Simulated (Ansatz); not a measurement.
**Bands of ZrC**

```
CELL_PARAMETERS angstrom
3.88824 0.00000 0.00000
-1.94412 3.36731 0.00000
0.00000 0.00000 4.71394
ATOMIC_POSITIONS crystal
Zr 0.33333 0.66667 0.94219
Zr 0.66667 0.33333 0.44219
C 0.33333 0.66667 0.43381
C 0.66667 0.33333 0.93381
```

Atoms are numbered in the order listed.

The structure comes from a relaxation in the same program, started in the wurtzite type, and has space group P6_3mc. Whether it is a known phase or the ground state wasn't checked.

Level of theory: DFT, PBE, all-electron LAPW, scalar-relativistic (Ansatz 0.2.0).

Settings: a Γ-centred 13×13×7 k mesh, Fermi–Dirac smearing of 0.05 eV, basis error target 0.5 meV/atom, no spin polarisation.

Points in fractions of the reciprocal vectors of this cell: Γ (0, 0, 0), M (0.5, 0, 0), K (0.333, 0.333, 0), A (0, 0, 0.5), L (0.5, 0, 0.5), H (0.333, 0.333, 0.5). The path joins them by straight lines in the order Γ–M–K–Γ–A–L–H–A–L; legs that retrace an earlier one aren't tabulated. Energies are in eV from the Fermi level.

Metal or insulator at this level of theory?

No gap opens: metallic or semimetallic.

Tabulate bands 33 to 39, counted from the lowest band of the run, along the path.


| k (1/Å) | point | band 33 | band 34 | band 35 | band 36 | band 37 | band 38 | band 39 |
| --- | --- | --- | --- | --- | --- | --- | --- | --- |
| 0.00 | Γ | -2.36 | -2.36 | -1.39 | 1.11 | 1.11 | 1.20 | 2.37 |
| 0.23 |  | -2.34 | -2.17 | -1.46 | 0.22 | 0.93 | 2.04 | 2.89 |
| 0.47 |  | -1.84 | -1.61 | -1.60 | -0.58 | 0.57 | 2.66 | 3.51 |
| 0.70 |  | -1.65 | -1.27 | -1.11 | -0.76 | 0.30 | 2.51 | 2.91 |
| 0.93 | M | -1.43 | -1.31 | -1.01 | -0.28 | 0.26 | 1.78 | 2.94 |
| 1.07 |  | -1.47 | -1.32 | -1.03 | -0.25 | 0.15 | 1.53 | 3.17 |
| 1.20 |  | -1.50 | -1.35 | -1.12 | -0.43 | 0.21 | 1.06 | 3.38 |
| 1.34 |  | -1.44 | -1.43 | -1.33 | -0.77 | 0.43 | 0.72 | 3.05 |
| 1.47 | K | -1.76 | -1.35 | -1.35 | -0.96 | 0.55 | 0.60 | 2.91 |
| 1.74 |  | -1.60 | -1.26 | -1.08 | -0.53 | -0.02 | 1.32 | 3.59 |
| 2.01 |  | -1.63 | -1.56 | -1.32 | -0.74 | 0.26 | 3.03 | 3.28 |
| 2.28 |  | -2.22 | -2.13 | -1.48 | 0.09 | 0.86 | 2.18 | 3.03 |
| 2.55 | Γ | -2.36 | -2.36 | -1.39 | 1.11 | 1.11 | 1.20 | 2.37 |
| 2.72 |  | -2.42 | -2.42 | -1.68 | 0.26 | 1.37 | 1.37 | 2.72 |
| 2.88 |  | -2.59 | -2.59 | -2.29 | -1.10 | 2.03 | 2.03 | 3.11 |
| 3.05 |  | -2.78 | -2.77 | -2.77 | -2.20 | 2.92 | 2.92 | 3.60 |
| 3.22 | A | -2.88 | -2.88 | -2.79 | -2.79 | 3.80 | 3.80 | 3.80 |
| 3.45 |  | -2.70 | -2.70 | -2.51 | -2.51 | 3.71 | 3.71 | 3.80 |
| 3.68 |  | -2.35 | -2.35 | -2.22 | -2.22 | 3.51 | 3.51 | 3.70 |
| 3.92 |  | -2.22 | -2.22 | -1.64 | -1.64 | 2.95 | 2.95 | 3.30 |
| 4.15 | L | -2.12 | -2.12 | -1.35 | -1.35 | 2.43 | 2.43 | 3.21 |
| 4.28 |  | -2.11 | -2.11 | -1.37 | -1.37 | 2.15 | 2.15 | 3.46 |
| 4.42 |  | -2.07 | -2.07 | -1.45 | -1.45 | 1.72 | 1.72 | 3.74 |
| 4.55 |  | -1.98 | -1.98 | -1.58 | -1.58 | 1.41 | 1.41 | 3.89 |
| 4.69 | H | -1.88 | -1.88 | -1.69 | -1.69 | 1.29 | 1.29 | 3.95 |
| 4.96 |  | -2.15 | -2.15 | -1.57 | -1.57 | 1.86 | 1.86 | 3.77 |
| 5.23 |  | -2.34 | -2.34 | -2.04 | -2.04 | 3.08 | 3.08 | 3.89 |
| 5.49 |  | -2.64 | -2.64 | -2.48 | -2.48 | 3.66 | 3.66 | 3.84 |
| 5.76 | A | -2.88 | -2.88 | -2.79 | -2.79 | 3.80 | 3.80 | 3.80 |
